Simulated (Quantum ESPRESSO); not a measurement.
Runs of Quantum ESPRESSO 7.5 on MgS (Niningerite). Symmetry: Fm-3m, No. 225, cubic system. The conventional cell has a = 5.203 Å, b = 5.203 Å, c = 5.203 Å, α = 90.00°, β = 90.00°, γ = 90.00°. S (site symmetry m-3m) is surrounded by 6 Mg at 2.60 Å. Mg (site symmetry m-3m) has 6 S at 2.60 Å as nearest neighbours. 

```csv
task,level,potentials or basis,spin,cell,k mesh,cutoff (eV),smearing,gap on the mesh (eV),pressure (GPa)
single point,AM05,PseudoDojo 0.4 FR PBE standard,"SOC, no magnetisation",as given,9 × 9 × 9,1143,fixed,2.82,-0.3
phonons and Raman activities,PBE,GBRV 1.5 PBE,off,relaxed,"4 × 4 × 4, shifted",612,fermi-dirac 0.05 eV,-,0.0
band structure,PBEsol,PseudoDojo 0.4.1 SR PBEsol standard,off,as given,9 × 9 × 9,1143,fermi-dirac 0.05 eV,(a),-0.9
phonons,revPBE,PseudoDojo 0.4.1 SR PBE standard,off,relaxed,"4 × 4 × 4, shifted",1143,fermi-dirac 0.05 eV,-,0.0
```

Estimate the missing entries.

(a) 2.83.

Caveats: the potentials were made for another functional, which shifts forces and pressure (some runs); an odd mesh through Γ misses points on the zone boundary, where band edges often lie (some runs); the mesh misses the band edges, which the band path finds closer together (some runs); before the sum rule the acoustic modes lie tens of cm⁻¹ from zero, a sign that the density grid also shifts the optical modes (some runs).

Not every run made on this cell is shown here.
